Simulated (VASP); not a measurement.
# KTaO3 (Pm-3m) in VASP: settings compared, part 2 of 3

VASP 6.6.1. Earlier steps stand in the parts before.

## Step 3: Electric field gradients, PBEsol

INCAR reads:

```
SYSTEM = KTaO3
  ALGO = Fast
  EDIFF = 1E-7
  ENCUT = 700
  GGA = PS
  ISIF = 2
  ISMEAR = -1
  LASPH = .True.
  LCHARG = .False.
  LEFG = .True.
  LREAL = .False.
  LWAVE = .False.
  NELM = 80
  PREC = Accurate
  SIGMA = 0.02
```

KPOINTS reads:

```
k-points
0
Gamma
  6 6 6
  0 0 0
```

POSCAR reads:

```
KTaO3
1.0
    3.9883000000      0.0000000000      0.0000000000
    0.0000000000      3.9883000000      0.0000000000
    0.0000000000      0.0000000000      3.9883000000
K Ta O
1 1 3
Direct
    0.5000000000      0.5000000000      0.5000000000
    0.0000000000      0.0000000000      0.0000000000
    0.5000000000      0.0000000000      0.0000000000
    0.0000000000      0.5000000000      0.0000000000
    0.0000000000      0.0000000000      0.5000000000
```

Potentials or basis: VASP PAW PBE potentials, release 64 (K_sv, Ta_pv, O).

Launch:

```
$ cat potpaw_PBE.64/K_sv/POTCAR potpaw_PBE.64/Ta_pv/POTCAR potpaw_PBE.64/O/POTCAR > POTCAR
$ mpirun -np 1 vasp_std > vasp.out
```

OUTCAR:

```text
SYSTEM = KTaO3
   EDIFF = 1E-7
   ENCUT = 700
   GGA = PS
   ISIF = 2
   ISMEAR = -1
   LASPH = .True.
   LREAL = .False.
   NELM = 80
   PREC = Accurate

 ion  position               nearest neighbor table
   1  0.500  0.500  0.500-   3 2.82   4 2.82   5 2.82   3 2.82   4 2.82   3 2.82   5 2.82   3 2.82
                             4 2.82   5 2.82   4 2.82   5 2.82   2 3.45   2 3.45   2 3.45   2 3.45
   2  0.000  0.000  0.000-   3 1.99   4 1.99   5 1.99   5 1.99   4 1.99   3 1.99   1 3.45   1 3.45
                             1 3.45   1 3.45   1 3.45   1 3.45   1 3.45   1 3.45
   3  0.500  0.000  0.000-   2 1.99   2 1.99   1 2.82   1 2.82   1 2.82   1 2.82
   4  0.000  0.500  0.000-   2 1.99   2 1.99   1 2.82   1 2.82   1 2.82   1 2.82
   5  0.000  0.000  0.500-   2 1.99   2 1.99   1 2.82   1 2.82   1 2.82   1 2.82

  LATTYP: Found a simple cubic cell.
 ALAT       =     3.9883000000

  Lattice vectors:

 A1 = (   3.9883000000,   0.0000000000,   0.0000000000)
 A2 = (   0.0000000000,   3.9883000000,   0.0000000000)
 A3 = (   0.0000000000,   0.0000000000,   3.9883000000)

Analysis of symmetry for initial positions (statically):
[... 729 lines left out ...]
 -----------------------------------------------------------------------------------
    total drift:                                0.000000      0.000000     -0.000000

  FREE ENERGIE OF THE ION-ELECTRON SYSTEM (eV)
  ---------------------------------------------------
  free  energy   TOTEN  =       -42.9360413141 eV

  energy  without entropy=      -42.9360413141  energy(sigma->0) =      -42.93604131

 Electric field gradients (V/A^2)
---------------------------------------------------------------------
 ion       V_xx      V_yy      V_zz      V_xy      V_xz      V_yz
---------------------------------------------------------------------
   1      -0.000    -0.000     0.000    -0.000     0.000     0.000
   2      -0.000    -0.000    -0.000    -0.000    -0.000     0.000
   3      18.154    -9.077    -9.077     0.000     0.000    -0.000
   4      -9.077    18.154    -9.077     0.000     0.000    -0.000
   5      -9.077    -9.077    18.154    -0.000     0.000     0.000
---------------------------------------------------------------------

 Electric field gradients after diagonalization (V/A^2)
 (convention: |V_zz| > |V_xx| > |V_yy|)
----------------------------------------------------------------------
 ion       V_xx      V_yy      V_zz     asymmetry (V_yy - V_xx)/ V_zz
----------------------------------------------------------------------
   1      -0.000    -0.000     0.000       0.316
   2      -0.000    -0.000    -0.000      -0.022
   3      -9.077    -9.077    18.154       0.000
   4      -9.077    -9.077    18.154       0.000
   5      -9.077    -9.077    18.154       0.000
----------------------------------------------------------------------

           NMR quadrupolar parameters

 Cq : quadrupolar parameter    Cq=e*Q*V_zz/h
 eta: asymmetry parameters     (V_yy - V_xx)/ V_zz
 Q  : nuclear electric quadrupole moment in mb (millibarn)
----------------------------------------------------------------------
 ion       Cq(MHz)       eta       Q (mb)
----------------------------------------------------------------------
   1       0.000       0.316       1.000
   2      -0.000      -0.022       1.000
   3       0.044       0.000       1.000
   4       0.044       0.000       1.000
   5       0.044       0.000       1.000
----------------------------------------------------------------------
```

OSZICAR:

```text
N       E                     dE             d eps       ncg     rms          rms(c)
DAV:   1     0.391122670974E+03    0.39112E+03   -0.24650E+04   920   0.207E+03
DAV:   2    -0.276316006785E+02   -0.41875E+03   -0.40861E+03  1140   0.512E+02
DAV:   3    -0.498337988811E+02   -0.22202E+02   -0.22156E+02  1191   0.114E+02
[... 19 lines left out ...]
RMM:  23    -0.429360403640E+02   -0.64067E-06   -0.51102E-06   802   0.664E-03    0.213E-03
RMM:  24    -0.429360407628E+02   -0.39885E-06   -0.33962E-06   889   0.637E-03    0.370E-03
RMM:  25    -0.429360410651E+02   -0.30228E-06   -0.18636E-06   767   0.497E-03    0.549E-03
RMM:  26    -0.429360412237E+02   -0.15860E-06   -0.11951E-06   633   0.322E-03    0.469E-03
RMM:  27    -0.429360413141E+02   -0.90331E-07   -0.73377E-07   665   0.274E-03
   1 F= -.42936041E+02 E0= -.42936041E+02  d E =-.335051E-11
```

stdout:

```text
POSCAR found type information on POSCAR K TaO
 POSCAR found :  3 types and       5 ions
 scaLAPACK will be used
 -----------------------------------------------------------------------------
|                                                                             |
|                                                                             |
[... 18 lines left out ...]
 num prob  num prob  num prob WARNING in EDDRMM: call to ZHEGV failed, returncode =   6  3     17
 num prob  num prob  num prob  num prob  num prob  num prob RMM:  26    -0.429360412237E+02   -0.15860E-06   -0.11951E-06   633   0.322E-03    0.469E-03
 num prob  num prob  num prob  num prob  num prob RMM:  27    -0.429360413141E+02   -0.90331E-07   -0.73377E-07   665   0.274E-03
ion   1

ion   2

ion   3

ion   4

ion   5
```

Wall time 64 s (1 thread of Intel Xeon Platinum 8375C at 2.90GHz (Ice Lake), shared host); peak memory 0.23 GiB.

Results:

```
Free energy            : -42.9360 eV
Pressure               : 0.1 GPa
Band gap on the k mesh : 2.09 eV, indirect (least direct gap 2.71 eV)
```

Levels at points of the mesh, in eV from the valence-band top:
| k point | band 15 | band 16 | band 17 | band 18 | band 19 | band 20 | band 21 | band 22 | band 23 |
| --- | --- | --- | --- | --- | --- | --- | --- | --- | --- |
| (0.00, 0.00, 0.00) | -1.07 | -1.07 | -0.62 | -0.62 | -0.62 | 2.09 | 2.09 | 2.09 | 6.45 |
| (0.50, 0.00, 0.00) | -2.35 | -2.18 | -1.55 | -0.85 | -0.85 | 2.25 | 4.98 | 4.98 | 8.94 |
| (0.50, 0.50, 0.00) | -2.88 | -1.66 | -1.45 | -1.45 | -0.04 | 5.02 | 5.02 | 6.31 | 7.63 |
| (0.50, 0.50, 0.50) | -3.94 | -3.94 | 0.00 | 0.00 | 0.00 | 6.45 | 6.45 | 6.45 | 8.80 |

Electric field gradients, principal values (V/Å²):
| atom | Vxx | Vyy | Vzz |
| --- | --- | --- | --- |
| 1 K | 0.000 | 0.000 | 0.000 |
| 2 Ta | 0.000 | 0.000 | 0.000 |
| 3 O | -9.077 | -9.077 | 18.154 |
| 4 O | -9.077 | -9.077 | 18.154 |
| 5 O | -9.077 | -9.077 | 18.154 |

Caveat: the PAW data sets were made with another functional, which shifts forces and pressure a little; spin-orbit coupling is left out, which moves the levels of the heavy elements.

## Step 4: Electric field gradients, PBEsol

INCAR: that of step 3 with these lines changed.

```diff
@@ -3,3 +3,3 @@
   EDIFF = 1E-7
-  ENCUT = 700
+  ENCUT = 500
   GGA = PS
```

KPOINTS is that of step 3.

POSCAR is that of step 3.

Potentials or basis: VASP PAW PBE potentials, release 64 (K_pv, Ta, O).

Launch:

```
$ cat potpaw_PBE.64/K_pv/POTCAR potpaw_PBE.64/Ta/POTCAR potpaw_PBE.64/O/POTCAR > POTCAR
$ mpirun -np 1 vasp_std > vasp.out
```

OUTCAR:

```text
SYSTEM = KTaO3
   EDIFF = 1E-7
   ENCUT = 500
   GGA = PS
   ISIF = 2
   ISMEAR = -1
   LASPH = .True.
   LREAL = .False.
   NELM = 80
   PREC = Accurate

 ion  position               nearest neighbor table
   1  0.500  0.500  0.500-   3 2.82   4 2.82   5 2.82   3 2.82   4 2.82   3 2.82   5 2.82   3 2.82
                             4 2.82   5 2.82   4 2.82   5 2.82   2 3.45   2 3.45   2 3.45   2 3.45
   2  0.000  0.000  0.000-   3 1.99   4 1.99   5 1.99   5 1.99   4 1.99   3 1.99   1 3.45   1 3.45
                             1 3.45   1 3.45   1 3.45   1 3.45   1 3.45   1 3.45
   3  0.500  0.000  0.000-   2 1.99   2 1.99   1 2.82   1 2.82   1 2.82   1 2.82
   4  0.000  0.500  0.000-   2 1.99   2 1.99   1 2.82   1 2.82   1 2.82   1 2.82
[... 676 lines left out ...]
   3      18.825    -9.412    -9.412     0.000     0.000    -0.000
   4      -9.412    18.825    -9.412    -0.000    -0.000     0.000
   5      -9.412    -9.412    18.825     0.000     0.000     0.000
---------------------------------------------------------------------

 Electric field gradients after diagonalization (V/A^2)
 (convention: |V_zz| > |V_xx| > |V_yy|)
----------------------------------------------------------------------
 ion       V_xx      V_yy      V_zz     asymmetry (V_yy - V_xx)/ V_zz
----------------------------------------------------------------------
   1       0.000     0.000    -0.000       0.043
   2      -0.000     0.000    -0.000      -1.096
   3      -9.412    -9.412    18.825       0.000
   4      -9.412    -9.412    18.825       0.000
   5      -9.412    -9.412    18.825       0.000
----------------------------------------------------------------------

           NMR quadrupolar parameters

 Cq : quadrupolar parameter    Cq=e*Q*V_zz/h
 eta: asymmetry parameters     (V_yy - V_xx)/ V_zz
 Q  : nuclear electric quadrupole moment in mb (millibarn)
----------------------------------------------------------------------
 ion       Cq(MHz)       eta       Q (mb)
----------------------------------------------------------------------
   1      -0.000       0.043       1.000
   2      -0.000      -1.096       1.000
   3       0.046       0.000       1.000
   4       0.046       0.000       1.000
   5       0.046       0.000       1.000
----------------------------------------------------------------------
```

Wall time 25 s (1 thread of Intel Xeon Platinum 8375C at 2.90GHz (Ice Lake), shared host); peak memory 0.18 GiB.

What came out:

```yaml
Free_energy: -42.8045 eV
Pressure: 1.2 GPa
Band_gap_on_the_k_mesh: 2.03 eV, indirect (least direct gap 2.67 eV)
```

Electric field gradients, principal values (V/Å²):
| atom | Vxx | Vyy | Vzz |
| --- | --- | --- | --- |
| 1 K | 0.000 | 0.000 | 0.000 |
| 2 Ta | 0.000 | 0.000 | 0.000 |
| 3 O | -9.412 | -9.412 | 18.825 |
| 4 O | -9.412 | -9.412 | 18.825 |
| 5 O | -9.412 | -9.412 | 18.825 |

Caveat: the PAW data sets were made with another functional, which shifts forces and pressure a little; spin-orbit coupling is left out, which moves the levels of the heavy elements.

## Step 5: Electric field gradients, PBEsol

INCAR: that of step 4 with these lines changed.

```diff
@@ -3,3 +3,3 @@
   EDIFF = 1E-7
-  ENCUT = 500
+  ENCUT = 600
   GGA = PS
```

KPOINTS is that of step 4.

POSCAR is that of step 4.

Potentials or basis: VASP PAW PBE potentials, release 64 (K_sv, Ta_pv, O).

Launch:

```
$ cat potpaw_PBE.64/K_sv/POTCAR potpaw_PBE.64/Ta_pv/POTCAR potpaw_PBE.64/O/POTCAR > POTCAR
$ mpirun -np 1 vasp_std > vasp.out
```

OUTCAR:

```text
SYSTEM = KTaO3
   EDIFF = 1E-7
   ENCUT = 600
   GGA = PS
   ISIF = 2
   ISMEAR = -1
   LASPH = .True.
   LREAL = .False.
   NELM = 80
   PREC = Accurate

 ion  position               nearest neighbor table
   1  0.500  0.500  0.500-   3 2.82   4 2.82   5 2.82   3 2.82   4 2.82   3 2.82   5 2.82   3 2.82
                             4 2.82   5 2.82   4 2.82   5 2.82   2 3.45   2 3.45   2 3.45   2 3.45
   2  0.000  0.000  0.000-   3 1.99   4 1.99   5 1.99   5 1.99   4 1.99   3 1.99   1 3.45   1 3.45
                             1 3.45   1 3.45   1 3.45   1 3.45   1 3.45   1 3.45
   3  0.500  0.000  0.000-   2 1.99   2 1.99   1 2.82   1 2.82   1 2.82   1 2.82
   4  0.000  0.500  0.000-   2 1.99   2 1.99   1 2.82   1 2.82   1 2.82   1 2.82
   5  0.000  0.000  0.500-   2 1.99   2 1.99   1 2.82   1 2.82   1 2.82   1 2.82

  LATTYP: Found a simple cubic cell.
 ALAT       =     3.9883000000

  Lattice vectors:

 A1 = (   3.9883000000,   0.0000000000,   0.0000000000)
 A2 = (   0.0000000000,   3.9883000000,   0.0000000000)
 A3 = (   0.0000000000,   0.0000000000,   3.9883000000)

Analysis of symmetry for initial positions (statically):
[... 729 lines left out ...]
 -----------------------------------------------------------------------------------
    total drift:                                0.000000      0.000000     -0.000000

  FREE ENERGIE OF THE ION-ELECTRON SYSTEM (eV)
  ---------------------------------------------------
  free  energy   TOTEN  =       -42.9272573664 eV

  energy  without entropy=      -42.9272573663  energy(sigma->0) =      -42.92725737

 Electric field gradients (V/A^2)
---------------------------------------------------------------------
 ion       V_xx      V_yy      V_zz      V_xy      V_xz      V_yz
---------------------------------------------------------------------
   1      -0.000     0.000     0.000    -0.000    -0.000    -0.000
   2       0.000     0.000    -0.000     0.000     0.000    -0.000
   3      18.099    -9.050    -9.050     0.000     0.000     0.000
   4      -9.050    18.099    -9.050     0.000     0.000    -0.000
   5      -9.050    -9.050    18.099    -0.000     0.000     0.000
---------------------------------------------------------------------

 Electric field gradients after diagonalization (V/A^2)
 (convention: |V_zz| > |V_xx| > |V_yy|)
----------------------------------------------------------------------
 ion       V_xx      V_yy      V_zz     asymmetry (V_yy - V_xx)/ V_zz
----------------------------------------------------------------------
   1       0.000    -0.000     0.000      -0.450
   2       0.000    -0.000     0.000      -0.874
   3      -9.050    -9.050    18.099       0.000
   4      -9.050    -9.050    18.099       0.000
   5      -9.050    -9.050    18.099       0.000
----------------------------------------------------------------------

           NMR quadrupolar parameters

 Cq : quadrupolar parameter    Cq=e*Q*V_zz/h
 eta: asymmetry parameters     (V_yy - V_xx)/ V_zz
 Q  : nuclear electric quadrupole moment in mb (millibarn)
----------------------------------------------------------------------
 ion       Cq(MHz)       eta       Q (mb)
----------------------------------------------------------------------
   1       0.000      -0.450       1.000
   2       0.000      -0.874       1.000
   3       0.044       0.000       1.000
   4       0.044       0.000       1.000
   5       0.044       0.000       1.000
----------------------------------------------------------------------
```

OSZICAR:

```text
N       E                     dE             d eps       ncg     rms          rms(c)
DAV:   1     0.361942987824E+03    0.36194E+03   -0.22894E+04   920   0.184E+03
DAV:   2    -0.295945893348E+02   -0.39154E+03   -0.38595E+03  1146   0.480E+02
DAV:   3    -0.498053811223E+02   -0.20211E+02   -0.20161E+02  1197   0.107E+02
[... 21 lines left out ...]
RMM:  25    -0.429272567636E+02   -0.27090E-06   -0.22255E-06   734   0.453E-03    0.544E-03
RMM:  26    -0.429272569906E+02   -0.22703E-06   -0.16238E-06   792   0.420E-03    0.380E-03
RMM:  27    -0.429272571735E+02   -0.18292E-06   -0.98374E-07   732   0.371E-03    0.226E-03
RMM:  28    -0.429272572780E+02   -0.10447E-06   -0.58602E-07   646   0.249E-03    0.170E-03
RMM:  29    -0.429272573664E+02   -0.88351E-07   -0.37900E-07   581   0.212E-03
   1 F= -.42927257E+02 E0= -.42927257E+02  d E =-.665936E-11
```

stdout:

```text
POSCAR found type information on POSCAR K TaO
 POSCAR found :  3 types and       5 ions
 scaLAPACK will be used
 -----------------------------------------------------------------------------
|                                                                             |
|                                                                             |
|     You enforced a specific xc type in the INCAR file but a different       |
[... 26 lines left out ...]
 num prob  num prob  num prob  num prob  num prob  num prob  num prob RMM:  28    -0.429272572780E+02   -0.10447E-06   -0.58602E-07   646   0.249E-03    0.170E-03
 num prob  num prob  num prob  num prob  num prob  num prob  num prob RMM:  29    -0.429272573664E+02   -0.88351E-07   -0.37900E-07   581   0.212E-03
ion   1

ion   2

ion   3

ion   4

ion   5
```

It took 41 s on 1 thread of Intel Xeon Platinum 8375C at 2.90GHz (Ice Lake), shared host; peak memory 0.2 GiB.

Results:

| Property | Result |
| --- | --- |
| Free energy | -42.9273 eV |
| Pressure | 0.1 GPa |
| Band gap on the k mesh | 2.09 eV, indirect (least direct gap 2.71 eV) |

Levels at points of the mesh, in eV from the valence-band top:
```csv
k point,band 15,band 16,band 17,band 18,band 19,band 20,band 21,band 22,band 23
"(0.00, 0.00, 0.00)",-1.07,-1.07,-0.62,-0.62,-0.62,2.09,2.09,2.09,6.44
"(0.50, 0.00, 0.00)",-2.35,-2.18,-1.55,-0.85,-0.85,2.25,4.98,4.98,8.88
"(0.50, 0.50, 0.00)",-2.88,-1.66,-1.45,-1.45,-0.04,5.02,5.02,6.31,7.63
"(0.50, 0.50, 0.50)",-3.94,-3.94,0.00,0.00,0.00,6.45,6.45,6.45,8.80
```

Electric field gradients, principal values (V/Å²):
| atom | Vxx | Vyy | Vzz |
| --- | --- | --- | --- |
| 1 K | 0.000 | 0.000 | 0.000 |
| 2 Ta | 0.000 | 0.000 | 0.000 |
| 3 O | -9.050 | -9.050 | 18.099 |
| 4 O | -9.050 | -9.050 | 18.099 |
| 5 O | -9.050 | -9.050 | 18.099 |

Caveat: the PAW data sets were made with another functional, which shifts forces and pressure a little; spin-orbit coupling is left out, which moves the levels of the heavy elements.

(Part 2 of 3 ends here.)
